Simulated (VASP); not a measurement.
# MoS2 (P6_3/mmc) in VASP: notebook

Runs on MoS2. Level: PBE+D3(BJ). Tasks: relaxation of cell and atoms.

All numbers are computed with VASP 6.6.1; they aren't measurements. Logs are shortened: lines on timing, memory, paths and dates and some standing lists are left out, and cuts for length are marked.

## 1. Starting point

Symmetry: P6_3/mmc, No. 194, hexagonal system. The conventional cell has a = 3.169 Å, b = 3.169 Å, c = 12.324 Å, α = 90.00°, β = 90.00°, γ = 120.00°. Mo (site symmetry -6m2) has 6 S at 2.41 Å as nearest neighbours. S (site symmetry 3m) has 3 Mo at 2.41 Å as nearest neighbours.

## 2. Relaxation of cell and atoms, PBE+D3(BJ)

INCAR reads:

```
SYSTEM = MoS2
PREC = Accurate ; ENCUT = 600
EDIFF = 1E-6 ; ISMEAR = 0
SIGMA = 0.03 ; LREAL = .FALSE.
LASPH = .TRUE. ; NELM = 80
ALGO = Normal ; ISIF = 3
LWAVE = .FALSE. ; LCHARG = .FALSE.
GGA = PE ; IVDW = 12
IBRION = 2 ; NSW = 90
EDIFFG = -0.01 ; KPAR = 2
```

KPOINTS reads:

```
Automatic mesh
0
G
  12 12 3
  0 0 0
```

POSCAR reads:

```
MoS2
1.0
    3.1690000000      0.0000000000      0.0000000000
   -1.5845000000      2.7444345046      0.0000000000
    0.0000000000      0.0000000000     12.3240000000
Mo S
2 4
Direct
    0.3333333333      0.6666666667      0.2500000000
    0.6666666667      0.3333333333      0.7500000000
    0.3333333333      0.6666666667      0.6230000000
    0.6666666667      0.3333333333      0.1230000000
    0.3333333333      0.6666666667      0.8770000000
    0.6666666667      0.3333333333      0.3770000000
```

Potentials or basis: VASP PAW PBE potentials, release 64 (Mo_sv, S).

On the command line:

```sh
> cat potpaw_PBE.64/Mo_sv/POTCAR potpaw_PBE.64/S/POTCAR > POTCAR
> mpirun -np 2 vasp_std > vasp.out
```

OUTCAR:

```text
SYSTEM = MoS2
   PREC = Accurate
   ENCUT = 600
   EDIFF = 1E-6
   ISMEAR = 0
   LREAL = .FALSE.
   LASPH = .TRUE.
   NELM = 80
   ISIF = 3
   GGA = PE
   IVDW = 12
   IBRION = 2
   NSW = 90
   EDIFFG = -0.01
 IVDW          = 12

 ion  position               nearest neighbor table
   1  0.333  0.667  0.250-   4 2.41   6 2.41   4 2.41   6 2.41   4 2.41   6 2.41
   2  0.667  0.333  0.750-   3 2.41   5 2.41   3 2.41   5 2.41   3 2.41   5 2.41
   3  0.333  0.667  0.623-   2 2.41   2 2.41   2 2.41
   4  0.667  0.333  0.123-   1 2.41   1 2.41   1 2.41
   5  0.333  0.667  0.877-   2 2.41   2 2.41   2 2.41
   6  0.667  0.333  0.377-   1 2.41   1 2.41   1 2.41

  LATTYP: Found a hexagonal cell.
 ALAT       =     3.1690000000
 C/A-ratio  =     3.8889239508

  Lattice vectors:

 A1 = (   3.1690000000,   0.0000000000,   0.0000000000)
 A2 = (  -1.5845000000,   2.7444345046,   0.0000000000)
 A3 = (   0.0000000000,   0.0000000000,  12.3240000000)

Analysis of symmetry for initial positions (statically):
=====================================================================
 Subroutine PRICEL returns:
 Original cell was already a primitive cell.

 Routine SETGRP: Setting up the symmetry group for a
 hexagonal supercell.

 Subroutine GETGRP returns: Found 24 space group operations
 (whereof 12 operations were pure point group operations)
 out of a pool of 24 trial point group operations.

The static configuration has the point symmetry D_3d.
 The point group associated with its full space group is D_6h.

Analysis of symmetry for dynamics (positions and initial velocities):
=====================================================================
 Subroutine PRICEL returns:
 Original cell was already a primitive cell.

 Routine SETGRP: Setting up the symmetry group for a
 hexagonal supercell.

 Subroutine GETGRP returns: Found 24 space group operations
 (whereof 12 operations were pure point group operations)
 out of a pool of 24 trial point group operations.

The dynamic configuration has the point symmetry D_3d.
 The point group associated with its full space group is D_6h.

 Subroutine INISYM returns: Found 24 space group operations
 (whereof 12 operations are pure point group operations),
 and found     1 'primitive' translations

----------------------------------------------------------------------------------------

                                     Primitive cell

  volume of cell :     107.1832

  direct lattice vectors                    reciprocal lattice vectors
     3.169000000  0.000000000  0.000000000     0.315556958  0.182186895  0.000000000
    -1.584500000  2.744434505  0.000000000     0.000000000  0.364373789  0.000000000
     0.000000000  0.000000000 12.324000000     0.000000000  0.000000000  0.081142486

  length of vectors
     3.169000000  3.169000000 12.324000000     0.364373789  0.364373789  0.081142486

  position of ions in fractional coordinates (direct lattice)
     0.333333333  0.666666667  0.250000000
     0.666666667  0.333333333  0.750000000
     0.333333333  0.666666667  0.623000000
     0.666666667  0.333333333  0.123000000
     0.333333333  0.666666667  0.877000000
     0.666666667  0.333333333  0.377000000

  ion indices of the primitive-cell ions
   primitive index   ion index
                 1           1
                 2           2
                 3           3
                 4           4
                 5           5
                 6           6

----------------------------------------------------------------------------------------

 KPOINTS: Automatic mesh

Automatic generation of k-mesh.
 Grid dimensions read from file:
 generate k-points for:   12   12    3

 Generating k-lattice:

  Cartesian coordinates                     Fractional coordinates (reciprocal lattice)
     0.026296413  0.015182241  0.000000000     0.083333333  0.000000000  0.000000000
     0.000000000  0.030364482  0.000000000     0.000000000  0.083333333  0.000000000
     0.000000000  0.000000000  0.027047495     0.000000000  0.000000000  0.333333333

  Length of vectors
     0.030364482  0.030364482  0.027047495

  Shift w.r.t. Gamma in fractional coordinates (k-lattice)
     0.000000000  0.000000000  0.000000000

 Subroutine IBZKPT returns following result:
 ===========================================

 Found     38 irreducible k-points:

 Following reciprocal coordinates:
            Coordinates               Weight
  0.000000  0.000000  0.000000      1.000000
  0.083333  0.000000  0.000000      6.000000
  0.166667 -0.000000  0.000000      6.000000
  0.250000 -0.000000  0.000000      6.000000
  0.333333 -0.000000  0.000000      6.000000
  0.416667 -0.000000  0.000000      6.000000
[... 16 lines left out ...]
  0.250000 -0.000000  0.333333     12.000000
  0.333333 -0.000000  0.333333     12.000000
 [... further k-points ...]
   k-points           NKPTS =     38   k-points in BZ     NKDIM =     38   number of bands    NBANDS=     31
   number of dos      NEDOS =    301   number of ions     NIONS =      6
   total plane-waves  NPLWV =  76832
   dimension x,y,z NGX =    28 NGY =   28 NGZ =   98
   dimension x,y,z NGXF=    56 NGYF=   56 NGZF=  196
   ions per type =               2   4
   NGX,Y,Z   is equivalent  to a cutoff of  14.69, 14.69, 13.22 a.u.
   NGXF,Y,Z  is equivalent  to a cutoff of  29.38, 29.38, 26.44 a.u.
 SYSTEM =  MoS2
   PREC   = accura    normal or accurate (medium, high low for compatibility)
   ISTART =      0    job   : 0-new  1-cont  2-samecut
   ICHARG =      2    charge: 1-file 2-atom 10-const
   ISPIN  =      1    spin polarized calculation?
   LNONCOLLINEAR =      F non collinear calculations
   LSORBIT =      F    spin-orbit coupling
   LASPH  =      T    aspherical Exc in radial PAW
   ENCUT  =  600.0 eV  44.10 Ry    6.64 a.u.   6.33  6.33 24.61*2*pi/ulx,y,z
   NELM   =     80;   NELMIN=  2; NELMDL= -5     # of ELM steps
   EDIFF  = 0.1E-05   stopping-criterion for ELM
   LREAL  =      F    real-space projection
   EDIFFG = -.1E-01   stopping-criterion for IOM
   NSW    =     90    number of steps for IOM
   IBRION =      2    ionic relax: 0-MD 1-quasi-New 2-CG
   NFREE  =      1    steps in history (QN), initial steepest desc. (CG)
   ISIF   =      3    stress and relaxation
   ISYM   =      2    0-nonsym 1-usesym 2-fastsym
   POTIM  = 0.5000    time-step for ionic-motion
   TEBEG  =    0.0;   TEEND  =   0.0 temperature during run
   PSTRESS=    0.0 pullay stress
   NELECT =      52.0000    total number of electrons
   NUPDOWN=      -1.0000    fix difference up-down
   EMIN   =  10.00;   EMAX   =-10.00  energy-range for DOS
   EFERMI =   0.00;   METHOD = LEGACY
   ISMEAR =     0;   SIGMA  =   0.03  broadening in eV -4-tet -1-fermi 0-gaus
   EFERMI_NEDOS =   21; number of points for ismear=-14 and -15
   IALGO  =     38    algorithm
   IMIX   =      4    mixing-type and parameters
     AMIX     =   0.40;   BMIX     =  1.00
     AMIX_MAG =   1.60;   BMIX_MAG =  1.00
  volume/ion in A,a.u.               =      17.86       120.55
  Fermi-wavevector in a.u.,A,eV,Ry     =   1.286373  2.430893 22.514325  1.654756
  Thomas-Fermi vector in A             =   2.418452
   LORBIT       =      0    0 simple, 1 ext, 2 COOP (PROOUT), +10 PAW based schemes
   GGA     = PE    functional components
   LHFCALC =     F    Hartree Fock is set to
   AEXX    =    0.0000 exact exchange contribution
   IVDW    =    12    specifies the selected vdW correction
   LEPSILON=     F    determine dielectric tensor
   LRPA    =     F    only Hartree local field effects (RPA)
 conjugate gradient relaxation of ions
 non-spin polarized calculation
 Gauss-broadening in eV      SIGMA  =   0.03
  energy-cutoff  :      600.00
  volume of cell :      107.18
 maximum number of plane-waves:      3603
 NGX is ok and might be reduce to    28
   NGX = 13   NGY = 13   NGZ = 49

--------------------------------------- Ionic step        1  -------------------------------------------

 number of electron      52.0000000 magnetization

 Free energy of the ion-electron system (eV)
  ---------------------------------------------------
  ext. energy  EPLUGINS =         0.00000000
  ---------------------------------------------------
  free energy    TOTEN  =       -43.61556826 eV

  energy without entropy =      -43.61556826  energy(sigma->0) =      -43.61556826

------------------------ aborting loop because EDIFF is reached ----------------------------------------

 Edisp (eV)   -2.54058

 E8    (eV) :    -1.0246

  FORCE on cell =-STRESS in cart. coord.  units (eV):
  Direction    XX          YY          ZZ          XY          YZ          ZX
  --------------------------------------------------------------------------------------
  -------------------------------------------------------------------------------------
  Total      -1.45382    -1.45382    -1.20836     0.00000    -0.00000     0.00000
  in kB     -21.73180   -21.73180   -18.06261     0.00000    -0.00000     0.00000
  external pressure =      -20.51 kB  Pullay stress =        0.00 kB
[... 109 lines left out ...]
  FREE ENERGIE OF THE ION-ELECTRON SYSTEM (eV)
  ---------------------------------------------------
  free  energy   TOTEN  =       -46.1649997678 eV

  energy  without entropy=      -46.1649997678  energy(sigma->0) =      -46.16499977

[... ionic steps 4 to 8 ...]

--------------------------------------- Ionic step        9  -------------------------------------------

 number of electron      51.9999995 magnetization

------------------------ aborting loop because EDIFF is reached ----------------------------------------

 Edisp (eV)   -2.62828

 E8    (eV) :    -1.0598
[... 77 lines left out ...]
  energy  without entropy=      -46.1706680032  energy(sigma->0) =      -46.17066800

--------------------------------------- Ionic step       11  -------------------------------------------

 number of electron      51.9999995 magnetization

 Free energy of the ion-electron system (eV)
  ---------------------------------------------------
  ext. energy  EPLUGINS =         0.00000000
  ---------------------------------------------------
  free energy    TOTEN  =       -43.54675975 eV

  energy without entropy =      -43.54675975  energy(sigma->0) =      -43.54675975

 E-fermi :   8.1200     XC(G=0): -11.0163

 val. band max:        7.9540423699   @ k =   0.0000   0.0000   0.0000
 cond. band min:       8.7544225341   @ k =   0.1667   0.1667   0.0000
 fundamental gap:      0.8003801642
 Fermi energy:         8.1199746700

 k-point     1 :       0.0000    0.0000    0.0000
  band No.  band energies     occupation
      1     -53.5849      2.00000
      2     -53.5849      2.00000
      3     -27.7499      2.00000
      4     -27.7498      2.00000
      5     -27.5079      2.00000
      6     -27.5079      2.00000
[... 805 lines left out ...]
     30       9.8174      0.00000
     31      10.7021      0.00000

 [... further k-points ...]

------------------------ aborting loop because EDIFF is reached ----------------------------------------

 Edisp (eV)   -2.62633

 E8    (eV) :    -1.0590

  FORCE on cell =-STRESS in cart. coord.  units (eV):
  Direction    XX          YY          ZZ          XY          YZ          ZX
  --------------------------------------------------------------------------------------
  -------------------------------------------------------------------------------------
  Total      -0.00575    -0.00575    -0.00721     0.00000     0.00000     0.00000
  in kB      -0.08878    -0.08878    -0.11131     0.00000     0.00000     0.00000
  external pressure =       -0.10 kB  Pullay stress =        0.00 kB
[... 21 lines left out ...]
  FREE ENERGIE OF THE ION-ELECTRON SYSTEM (eV)
  ---------------------------------------------------
  free  energy   TOTEN  =       -46.1730896562 eV

  energy  without entropy=      -46.1730896562  energy(sigma->0) =      -46.17308966

 reached required accuracy - stopping structural energy minimisation
```

It took 14 min on 2 MPI ranks of Intel Xeon Platinum 8259CL at 2.50GHz (Skylake/Cascade Lake), shared host; peak memory 0.35 GiB.

What came out:

```
Free energy                            : -46.1731 eV
Relaxed volume                         : 17.30 Å³/atom
Relaxed cell                           : a = 3.149 Å, b = 3.149 Å, c = 12.089 Å, α = 90.00°, β = 90.00°, γ = 120.00°
Space group after relaxing (to 0.05 Å) : P6_3/mmc (No. 194)
Energy gained by relaxing              : 2.8 meV/atom
Ionic steps                            : 11
Pressure after relaxing                : 0.0 GPa
Band gap on the k mesh                 : 0.80 eV, indirect (least direct gap 1.71 eV)
Dispersion energy per atom             : -0.438 eV
```

Step by step:
```tsv
step	energy change (eV)	largest force (eV/Å)	pressure (GPa)	volume (Å³)
1	0.0000	0.0753	-2.05	107.18
2	0.0163	0.5260	3.47	103.67
3	-0.0088	0.1417	-0.09	105.86
4	-0.0114	0.0580	-0.06	105.44
5	-0.0115	0.0366	-0.07	105.33
6	-0.0130	0.0355	-0.03	105.08
7	-0.0160	0.0313	0.07	104.31
8	-0.0149	0.0206	0.41	102.76
9	-0.0168	0.0313	0.21	103.72
10	-0.0145	0.1359	-1.02	104.15
11	-0.0169	0.0015	-0.01	103.80
```

Final structure:
```xyz
6
Lattice="3.1488 0.0000 0.0000 -1.5744 2.7269 0.0000 0.0000 0.0000 12.0885" Properties=species:S:1:pos:R:3 pbc="T T T"
Mo    0.0000    1.8180    3.0221
Mo    1.5744    0.9090    9.0664
S     0.0000    1.8180    7.5012
S     1.5744    0.9090    1.4570
S     0.0000    1.8180   10.6315
S     1.5744    0.9090    4.5873
```

Caveat: an odd mesh through Γ misses points on the zone boundary, where band edges often lie.

## 3. Relaxation of cell and atoms, PBE+D3(BJ)

This run uses another cell than the first one, of 17.30 Å³/atom, 0.968 times its volume.

INCAR reads:

```
SYSTEM = MoS2
PREC = Accurate ; ENCUT = 600
EDIFF = 1E-7 ; ISMEAR = 0
SIGMA = 0.03 ; LREAL = .FALSE.
LASPH = .TRUE. ; NELM = 80
ALGO = Normal ; ISIF = 3
LWAVE = .FALSE. ; LCHARG = .FALSE.
GGA = PE ; IVDW = 12
IBRION = 2 ; NSW = 90
EDIFFG = -0.005 ; KPAR = 2
```

KPOINTS is that of step 2.

POSCAR reads:

```
MoS2                                    
1.0
    3.1487811847      0.0000000000     -0.0000000000
   -1.5743905923      2.7269244969      0.0000000000
    0.0000000000      0.0000000000     12.0885171618
  Mo              S             
     2     4
Direct
     0.3333333332999970    0.6666666667000030    0.2500000000000000
     0.6666666667000030    0.3333333332999970    0.7500000000000000
     0.3333333332999970    0.6666666667000030    0.6205253139512723
     0.6666666667000030    0.3333333332999970    0.1205253139512724
     0.3333333332999970    0.6666666667000030    0.8794746860487277
     0.6666666667000030    0.3333333332999970    0.3794746860487276
```

Potentials or basis: VASP PAW PBE potentials, release 64 (Mo_sv, S).

On the command line:

```sh
> cat potpaw_PBE.64/Mo_sv/POTCAR potpaw_PBE.64/S/POTCAR > POTCAR
> mpirun -np 2 vasp_std > vasp.out
```

Wall time 2.6 min (2 MPI ranks of Intel Xeon Platinum 8259CL at 2.50GHz (Skylake/Cascade Lake), shared host); peak memory 0.32 GiB.

It converged, with:

* Free energy: -46.1718 eV
* Pressure after relaxing: 0.0 GPa
* Band gap on the k mesh: 0.80 eV, indirect (least direct gap 1.71 eV)
* Dispersion energy per atom: -0.438 eV

Final structure:
```
CELL_PARAMETERS angstrom
3.14878 0.00000 0.00000
-1.57439 2.72692 0.00000
0.00000 0.00000 12.08852
ATOMIC_POSITIONS crystal
Mo 0.33333 0.66667 0.25000
Mo 0.66667 0.33333 0.75000
S 0.33333 0.66667 0.62053
S 0.66667 0.33333 0.12053
S 0.33333 0.66667 0.87947
S 0.66667 0.33333 0.37947
```

Levels at points of the mesh, in eV from the valence-band top:
| k point | band 23 | band 24 | band 25 | band 26 | band 27 | band 28 | band 29 | band 30 |
| --- | --- | --- | --- | --- | --- | --- | --- | --- |
| (0.00, 0.00, 0.00) | -2.15 | -1.27 | -1.11 | 0.00 | 2.09 | 2.09 | 2.13 | 2.13 |
| (0.50, 0.00, 0.00) | -1.78 | -1.52 | -1.49 | -1.33 | 1.62 | 1.68 | 2.00 | 2.31 |

Caveat: the relaxation stopped at its first step, so nothing moved; an odd mesh through Γ misses points on the zone boundary, where band edges often lie.
